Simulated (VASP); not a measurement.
A run of VASP 6.6.1:

Contents of INCAR:

```
PREC = Accurate
ENCUT = 520
EDIFF = 1E-7
ISMEAR = 0
SIGMA = 0.02
LREAL = F
LASPH = T
NELM = 60
ALGO = Normal
ISIF = 3
LWAVE = F
LCHARG = F
LNONCOLLINEAR = T
MAGMOM = 0 0 0 0 0 0
LORBIT = 11
LSORBIT = T
GGA_COMPAT = F
GGA = PE
IBRION = 2
NSW = 80
EDIFFG = -0.002
KPAR = 4
```

The input KPOINTS:

```
Automatic mesh
0
Gamma
  10 10 10
```

Contents of POSCAR:

```
CdS
1.0
    0.0000000000      2.9165000000      2.9165000000
    2.9165000000      0.0000000000      2.9165000000
    2.9165000000      2.9165000000      0.0000000000
Cd S
1 1
Direct
    0.0000000000      0.0000000000      0.0000000000
    0.2500000000      0.2500000000      0.2500000000
```

Potentials or basis: VASP PAW PBE potentials, release 64 (Cd, S).

Run with:

```sh
$ cat potpaw_PBE.64/Cd/POTCAR potpaw_PBE.64/S/POTCAR > POTCAR
$ mpirun -np 4 vasp_ncl > vasp.out
```

Hardware: 4 MPI ranks on Intel(R) Xeon(R) 6975P-C (Granite Rapids), with other jobs on the host.

Problem. How long does it take, and how much memory?

Solution. It took 66 s on 4 MPI ranks on Intel(R) Xeon(R) 6975P-C (Granite Rapids), on a shared host, peak memory 0.4 GiB a rank. Counts: scf iterations 34, k points 73, ion steps 3.
